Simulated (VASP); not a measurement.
# TiC (Fm-3m) in VASP: density of states with PBE

Aim: the density of states of TiC with PBE.

Program: VASP 6.6.1. These are calculated values, not measurements. Logs are shortened: lines on timing, memory, paths and dates and some standing lists are left out, and cuts for length are marked.

### Step 1. The crystal as given

Symmetry: Fm-3m, No. 225, cubic system. The conventional cell has a = 4.334 Å, b = 4.334 Å, c = 4.334 Å, α = 90.00°, β = 90.00°, γ = 90.00°. Ti (site symmetry m-3m) is surrounded by 6 C at 2.17 Å. C (site symmetry m-3m) has 6 Ti at 2.17 Å as nearest neighbours.

### Step 2. Density of states, PBE, collinear spin, ferromagnetic start

POSCAR reads:

```
TiC                                     
1.0
   -0.0000000000      2.1670866799      2.1670866799
    2.1670866799      0.0000000000      2.1670866799
    2.1670866799      2.1670866799     -0.0000000000
  Ti              C             
     1     1
Direct
     0.0000000000000000    0.0000000000000000    0.0000000000000000
     0.5000000000000000    0.5000000000000000    0.5000000000000000
```

INCAR.step1 reads:

```
PREC = Accurate
ENCUT = 520
EDIFF = 1E-7
ISMEAR = 0
SIGMA = 0.1
LREAL = F
LASPH = T
NELM = 150
ALGO = Normal
ISIF = 2
LWAVE = F
LCHARG = T
ISPIN = 2
MAGMOM = 1 0
LMAXMIX = 4
GGA = PE
NBANDS = 19
```

KPOINTS.step1 reads:

```
Automatic mesh
0
Gamma
  16 16 16
```

INCAR.step2 reads:

```
PREC = Accurate
ENCUT = 520
EDIFF = 1E-7
ISMEAR = -5
SIGMA = 0.1
LREAL = F
LASPH = T
NELM = 150
ALGO = Normal
ISIF = 2
LWAVE = F
LCHARG = F
ISPIN = 2
MAGMOM = 1 0
LORBIT = 11
LMAXMIX = 4
GGA = PE
NBANDS = 19
NEDOS = 2001
ICHARG = 11
```

KPOINTS.step2 reads:

```
Automatic mesh
0
Gamma
  24 24 24
```

Potentials or basis: VASP PAW PBE potentials, release 64 (Ti_sv, C).

Command:

```
$ cat potpaw_PBE.64/Ti_sv/POTCAR potpaw_PBE.64/C/POTCAR > POTCAR
$ cp INCAR.step1 INCAR
$ cp KPOINTS.step1 KPOINTS
$ mpirun -np 1 vasp_std > vasp.out
$ cp INCAR.step2 INCAR
$ cp KPOINTS.step2 KPOINTS
$ mpirun -np 1 vasp_std > vasp.out
```

OUTCAR:

```text
PREC = Accurate
   ENCUT = 520
   EDIFF = 1E-7
   ISMEAR = -5
   LREAL = F
   LASPH = T
   NELM = 150
   ISIF = 2
   ISPIN = 2
   LORBIT = 11
   GGA = PE
   ICHARG = 11

 ion  position               nearest neighbor table
   1  0.000  0.000  0.000-   2 2.17   2 2.17   2 2.17   2 2.17   2 2.17   2 2.17
   2  0.500  0.500  0.500-   1 2.17   1 2.17   1 2.17   1 2.17   1 2.17   1 2.17

  LATTYP: Found a face centered cubic cell.
 ALAT       =     4.3341733598

  Lattice vectors:

 A1 = (   0.0000000000,   2.1670866799,   2.1670866799)
 A2 = (   2.1670866799,   0.0000000000,   2.1670866799)
 A3 = (   2.1670866799,   2.1670866799,   0.0000000000)

Analysis of symmetry for initial positions (statically):
=====================================================================
 Subroutine PRICEL returns:
 Original cell was already a primitive cell.

 Routine SETGRP: Setting up the symmetry group for a
 face centered cubic supercell.

 Subroutine GETGRP returns: Found 48 space group operations
 (whereof 48 operations were pure point group operations)
 out of a pool of 48 trial point group operations.

The static configuration has the point symmetry O_h .

Analysis of symmetry for dynamics (positions and initial velocities):
=====================================================================
 Subroutine PRICEL returns:
 Original cell was already a primitive cell.

 Routine SETGRP: Setting up the symmetry group for a
 face centered cubic supercell.

 Subroutine GETGRP returns: Found 48 space group operations
 (whereof 48 operations were pure point group operations)
 out of a pool of 48 trial point group operations.

The dynamic configuration has the point symmetry O_h .

Analysis of structural, dynamic, and magnetic symmetry:
=====================================================================
 Subroutine PRICEL returns:
 Original cell was already a primitive cell.

 Routine SETGRP: Setting up the symmetry group for a
 face centered cubic supercell.

 Subroutine GETGRP returns: Found 48 space group operations
 (whereof 48 operations were pure point group operations)
 out of a pool of 48 trial point group operations.

The overall configuration has the point symmetry O_h .

 Subroutine INISYM returns: Found 48 space group operations
 (whereof 48 operations are pure point group operations),
 and found     1 'primitive' translations

----------------------------------------------------------------------------------------

                                     Primitive cell

  volume of cell :      20.3544

  direct lattice vectors                    reciprocal lattice vectors
     0.000000000  2.167086680  2.167086680    -0.230724504  0.230724504  0.230724504
     2.167086680  0.000000000  2.167086680     0.230724504 -0.230724504  0.230724504
     2.167086680  2.167086680  0.000000000     0.230724504  0.230724504 -0.230724504

  length of vectors
     3.064723374  3.064723374  3.064723374     0.399626564  0.399626564  0.399626564

  position of ions in fractional coordinates (direct lattice)
     0.000000000  0.000000000  0.000000000
     0.500000000  0.500000000  0.500000000

  ion indices of the primitive-cell ions
   primitive index   ion index
                 1           1
                 2           2

----------------------------------------------------------------------------------------

 KPOINTS: Automatic mesh

Automatic generation of k-mesh.
 Grid dimensions read from file:
 generate k-points for:   24   24   24

 Generating k-lattice:

  Cartesian coordinates                     Fractional coordinates (reciprocal lattice)
    -0.009613521  0.009613521  0.009613521     0.041666667  0.000000000  0.000000000
     0.009613521 -0.009613521  0.009613521     0.000000000  0.041666667  0.000000000
     0.009613521  0.009613521 -0.009613521     0.000000000  0.000000000  0.041666667

  Length of vectors
     0.016651107  0.016651107  0.016651107

  Shift w.r.t. Gamma in fractional coordinates (k-lattice)
     0.000000000  0.000000000  0.000000000

 TETIRR: Found   1864 inequivalent tetrahedra from    82944

 Subroutine IBZKPT returns following result:
 ===========================================

 Found    413 irreducible k-points:

 Following reciprocal coordinates:
            Coordinates               Weight
  0.000000  0.000000  0.000000      1.000000
  0.041667  0.000000  0.000000      8.000000
  0.083333  0.000000  0.000000      8.000000
  0.125000  0.000000  0.000000      8.000000
  0.166667  0.000000  0.000000      8.000000
  0.208333  0.000000  0.000000      8.000000
[... 16 lines left out ...]
  0.416667  0.041667  0.000000     24.000000
  0.458333  0.041667  0.000000     24.000000
 [... further k-points ...]
   k-points           NKPTS =    413   k-points in BZ     NKDIM =    413   number of bands    NBANDS=     19
   number of dos      NEDOS =   2001   number of ions     NIONS =      2
   total plane-waves  NPLWV =  13824
   dimension x,y,z NGX =    24 NGY =   24 NGZ =   24
   dimension x,y,z NGXF=    48 NGYF=   48 NGZF=   48
   ions per type =               1   1
   NGX,Y,Z   is equivalent  to a cutoff of  13.02, 13.02, 13.02 a.u.
   NGXF,Y,Z  is equivalent  to a cutoff of  26.04, 26.04, 26.04 a.u.
 SYSTEM =  unknown system
   PREC   = accura    normal or accurate (medium, high low for compatibility)
   ISTART =      0    job   : 0-new  1-cont  2-samecut
   ICHARG =     11    charge: 1-file 2-atom 10-const
   ISPIN  =      2    spin polarized calculation?
   LNONCOLLINEAR =      F non collinear calculations
   LSORBIT =      F    spin-orbit coupling
   LASPH  =      T    aspherical Exc in radial PAW
   ENCUT  =  520.0 eV  38.22 Ry    6.18 a.u.   5.70  5.70  5.70*2*pi/ulx,y,z
   NELM   =    150;   NELMIN=  2; NELMDL=  0     # of ELM steps
   EDIFF  = 0.1E-06   stopping-criterion for ELM
   LREAL  =      F    real-space projection
   EDIFFG = 0.1E-05   stopping-criterion for IOM
   NSW    =      0    number of steps for IOM
   IBRION =     -1    ionic relax: 0-MD 1-quasi-New 2-CG
   NFREE  =      0    steps in history (QN), initial steepest desc. (CG)
   ISIF   =      2    stress and relaxation
   ISYM   =      2    0-nonsym 1-usesym 2-fastsym
   POTIM  = 0.5000    time-step for ionic-motion
   TEBEG  =    0.0;   TEEND  =   0.0 temperature during run
   PSTRESS=    0.0 pullay stress
   NELECT =      16.0000    total number of electrons
   NUPDOWN=      -1.0000    fix difference up-down
   EMIN   =  10.00;   EMAX   =-10.00  energy-range for DOS
   EFERMI =   0.00;   METHOD = LEGACY
   ISMEAR =    -5;   SIGMA  =   0.10  broadening in eV -4-tet -1-fermi 0-gaus
   EFERMI_NEDOS =   21; number of points for ismear=-14 and -15
   IALGO  =     38    algorithm
   IMIX   =      4    mixing-type and parameters
     AMIX     =   0.40;   BMIX     =  1.00
     AMIX_MAG =   1.60;   BMIX_MAG =  1.00
  volume/ion in A,a.u.               =      10.18        68.68
  Fermi-wavevector in a.u.,A,eV,Ry     =   1.510875  2.855140 31.058609  2.282743
  Thomas-Fermi vector in A             =   2.621007
   LORBIT       =     11    0 simple, 1 ext, 2 COOP (PROOUT), +10 PAW based schemes
   GGA     = PE    functional components
   LHFCALC =     F    Hartree Fock is set to
   AEXX    =    0.0000 exact exchange contribution
   IVDW    =     0    specifies the selected vdW correction
   LEPSILON=     F    determine dielectric tensor
   LRPA    =     F    only Hartree local field effects (RPA)
 spin polarized calculation
 Fermi weights with tetrahedron method with Bloechl corrections
  energy-cutoff  :      520.00
  volume of cell :       20.35
 maximum number of plane-waves:       568

 number of electron      16.0000000 magnetization       0.0000016

 Free energy of the ion-electron system (eV)
  ---------------------------------------------------
  ext. energy  EPLUGINS =         0.00000000
  ---------------------------------------------------
  free energy    TOTEN  =       -18.70944015 eV

  energy without entropy =      -18.70944015  energy(sigma->0) =      -18.70944015

 E-fermi :   9.4066     XC(G=0): -12.6881

 val. band max:        9.4290913501   @ k =   0.0833   0.0417   0.0000
 cond. band min:       9.3968253798   @ k =   0.1667   0.1667   0.0000
 fundamental gap:     -0.0322659703
 Fermi energy:         9.4065982291

 spin component 1

 k-point     1 :       0.0000    0.0000    0.0000
  band No.  band energies     occupation
      1     -47.2046      1.00000
      2     -23.2297      1.00000
      3     -23.2297      1.00000
      4     -23.2297      1.00000
      5      -2.9979      1.00000
      6      10.0828      0.00000
[... 11 lines left out ...]
     18      29.2562      0.00000
     19      36.1415      0.00000
[... 485 lines left out ...]
 k-point    24 :       0.4583    0.0417    0.0000
  band No.  band energies     occupation
      1     -47.1341      1.00000
      2     -23.7047      1.00000
      3     -23.2798      1.00000
      4     -23.2794      1.00000
      5       0.2479      1.00000
      6       3.8533      1.00000
[... 11 lines left out ...]
     18      33.3661      0.00000
     19      34.4165      0.00000

 [... further k-points ...]

 spin component 2

 k-point     1 :       0.0000    0.0000    0.0000
  band No.  band energies     occupation
      1     -47.2046      1.00000
      2     -23.2297      1.00000
      3     -23.2297      1.00000
      4     -23.2297      1.00000
      5      -2.9979      1.00000
      6      10.0828      0.00000
[... 11 lines left out ...]
     18      29.2562      0.00000
     19      36.1416      0.00000
[... 485 lines left out ...]
 k-point    24 :       0.4583    0.0417    0.0000
  band No.  band energies     occupation
      1     -47.1341      1.00000
      2     -23.7047      1.00000
      3     -23.2798      1.00000
      4     -23.2794      1.00000
      5       0.2479      1.00000
      6       3.8533      1.00000
[... 11 lines left out ...]
     18      33.3661      0.00000
     19      34.4165      0.00000

 [... further k-points ...]

------------------------ aborting loop because EDIFF is reached ----------------------------------------

  FORCE on cell =-STRESS in cart. coord.  units (eV):
  Direction    XX          YY          ZZ          XY          YZ          ZX
  --------------------------------------------------------------------------------------
  -------------------------------------------------------------------------------------
  Total       -0.0027488     -0.0027488     -0.0027488      0.0000000     -0.0000000      0.0000000
  in kB       -0.2163667     -0.2163667     -0.2163667      0.0000000     -0.0000000      0.0000000
  external PRESSURE =      -0.2163667 kB  Pullay stress =       0.0000000 kB

 VOLUME and BASIS-vectors are now :
 -----------------------------------------------------------------------------
  energy-cutoff  :      520.00
  volume of cell :       20.35
      direct lattice vectors                 reciprocal lattice vectors
     0.000000000  2.167086680  2.167086680    -0.230724504  0.230724504  0.230724504
     2.167086680  0.000000000  2.167086680     0.230724504 -0.230724504  0.230724504
     2.167086680  2.167086680  0.000000000     0.230724504  0.230724504 -0.230724504

 POSITION                                       TOTAL-FORCE (eV/Angst)
 -----------------------------------------------------------------------------------
      0.00000      0.00000      0.00000        -0.000000     -0.000000      0.000000
      2.16709      2.16709      2.16709         0.000000      0.000000      0.000000
 -----------------------------------------------------------------------------------
    total drift:                                0.000000     -0.000000     -0.000000

  FREE ENERGIE OF THE ION-ELECTRON SYSTEM (eV)
  ---------------------------------------------------
  free  energy   TOTEN  =       -18.7094401509 eV

  energy  without entropy=      -18.7094401509  energy(sigma->0) =      -18.70944015

 total charge

# of ion       s       p       d       tot
------------------------------------------
    1        2.198   6.245   1.949  10.393
    2        0.896   1.503   0.000   2.399
--------------------------------------------------
tot          3.094   7.749   1.949  12.792

 magnetization (x)

# of ion       s       p       d       tot
------------------------------------------
    1        0.000  -0.000   0.000   0.000
    2       -0.000  -0.000   0.000  -0.000
--------------------------------------------------
tot          0.000  -0.000   0.000   0.000
```

It took 2.4 min on 1 thread of Intel Xeon Platinum 8488C (Sapphire Rapids), shared host; peak memory 0.34 GiB.

What came out:

* Net moment: 0.00 μB per cell
* Valence electrons inside the program's atomic spheres: Ti 10.39; C 2.40

Levels at points of the mesh, in eV from the Fermi level:
Spin up:
```
           k point  band 6  band 7  band 8  band 9  band 10  band 11
(0.00, 0.00, 0.00)    0.68    0.68    0.68    1.66     1.66     1.66
(0.50, 0.00, 0.00)   -5.84   -2.90   -2.90    2.89     2.89     4.07
(0.50, 0.50, 0.00)   -3.45   -1.63   -0.05   -0.05     2.68     3.49
```
Spin down:
| k point | band 4 | band 5 | band 6 | band 7 | band 8 | band 9 | band 10 | band 11 | band 12 | band 13 |
| --- | --- | --- | --- | --- | --- | --- | --- | --- | --- | --- |
| (0.00, 0.00, 0.00) | -32.64 | -12.40 | 0.68 | 0.68 | 0.68 | 1.66 | 1.66 | 1.66 | 1.69 | 1.69 |
| (0.50, 0.00, 0.00) | -32.68 | -8.94 | -5.84 | -2.90 | -2.90 | 2.89 | 2.89 | 4.07 | 8.12 | 8.12 |
| (0.50, 0.50, 0.00) | -32.80 | -10.12 | -3.45 | -1.63 | -0.05 | -0.05 | 2.68 | 3.49 | 3.49 | 5.76 |

States per cell in windows of 0.5 eV (zero at the Fermi level; states under -8 eV left out):
| from (eV) | up | down | Ti1_d_down | Ti1_d_up | C2_p_up | C2_p_down | Ti1_p_up | Ti1_p_down |
| --- | --- | --- | --- | --- | --- | --- | --- | --- |
| -8.0 | 0.00 | 0.00 | 0.00 | 0.00 | 0.00 | 0.00 | 0.00 | 0.00 |
| -7.5 | 0.00 | 0.00 | 0.00 | 0.00 | 0.00 | 0.00 | 0.00 | 0.00 |
| -7.0 | 0.00 | 0.00 | 0.00 | 0.00 | 0.00 | 0.00 | 0.00 | 0.00 |
| -6.5 | 0.00 | 0.00 | 0.00 | 0.00 | 0.00 | 0.00 | 0.00 | 0.00 |
| -6.0 | 0.02 | 0.02 | 0.00 | 0.00 | 0.00 | 0.00 | 0.00 | 0.00 |
| -5.5 | 0.07 | 0.07 | 0.01 | 0.01 | 0.01 | 0.01 | 0.00 | 0.00 |
| -5.0 | 0.15 | 0.15 | 0.03 | 0.03 | 0.03 | 0.03 | 0.00 | 0.00 |
| -4.5 | 0.27 | 0.27 | 0.05 | 0.05 | 0.06 | 0.06 | 0.01 | 0.01 |
| -4.0 | 0.29 | 0.29 | 0.05 | 0.05 | 0.07 | 0.07 | 0.02 | 0.02 |
| -3.5 | 0.29 | 0.29 | 0.06 | 0.06 | 0.07 | 0.07 | 0.03 | 0.03 |
| -3.0 | 0.63 | 0.63 | 0.22 | 0.22 | 0.16 | 0.16 | 0.03 | 0.03 |
| -2.5 | 0.59 | 0.59 | 0.22 | 0.22 | 0.15 | 0.15 | 0.02 | 0.02 |
| -2.0 | 0.32 | 0.32 | 0.12 | 0.12 | 0.08 | 0.08 | 0.01 | 0.01 |
| -1.5 | 0.19 | 0.19 | 0.07 | 0.07 | 0.05 | 0.05 | 0.01 | 0.01 |
| -1.0 | 0.12 | 0.12 | 0.04 | 0.04 | 0.03 | 0.03 | 0.00 | 0.00 |
| -0.5 | 0.07 | 0.07 | 0.03 | 0.03 | 0.02 | 0.02 | 0.00 | 0.00 |
| 0.0 | 0.09 | 0.09 | 0.04 | 0.04 | 0.02 | 0.02 | 0.00 | 0.00 |
| 0.5 | 0.14 | 0.14 | 0.08 | 0.08 | 0.02 | 0.02 | 0.00 | 0.00 |
| 1.0 | 0.20 | 0.20 | 0.13 | 0.13 | 0.02 | 0.02 | 0.00 | 0.00 |
| 1.5 | 0.27 | 0.27 | 0.20 | 0.20 | 0.02 | 0.02 | 0.00 | 0.00 |
| 2.0 | 0.38 | 0.38 | 0.30 | 0.30 | 0.02 | 0.02 | 0.00 | 0.00 |
| 2.5 | 0.68 | 0.68 | 0.57 | 0.57 | 0.03 | 0.03 | 0.00 | 0.00 |
| 3.0 | 0.46 | 0.46 | 0.37 | 0.37 | 0.03 | 0.03 | 0.00 | 0.00 |
| 3.5 | 1.01 | 1.01 | 0.75 | 0.75 | 0.12 | 0.12 | 0.01 | 0.01 |
| 4.0 | 0.16 | 0.16 | 0.10 | 0.10 | 0.03 | 0.03 | 0.00 | 0.00 |
| 4.5 | 0.19 | 0.19 | 0.12 | 0.12 | 0.03 | 0.03 | 0.00 | 0.00 |
| 5.0 | 0.25 | 0.25 | 0.16 | 0.16 | 0.03 | 0.03 | 0.01 | 0.01 |
| 5.5 | 0.30 | 0.30 | 0.20 | 0.20 | 0.04 | 0.04 | 0.01 | 0.01 |
| 6.0 | 0.29 | 0.29 | 0.18 | 0.18 | 0.04 | 0.04 | 0.01 | 0.01 |
| 6.5 | 0.27 | 0.27 | 0.16 | 0.16 | 0.05 | 0.05 | 0.01 | 0.01 |
| 7.0 | 0.23 | 0.23 | 0.13 | 0.13 | 0.05 | 0.05 | 0.01 | 0.01 |
| 7.5 | 0.17 | 0.17 | 0.09 | 0.09 | 0.04 | 0.04 | 0.00 | 0.00 |

Caveat: tetrahedron occupations give inexact forces and stress in metals.
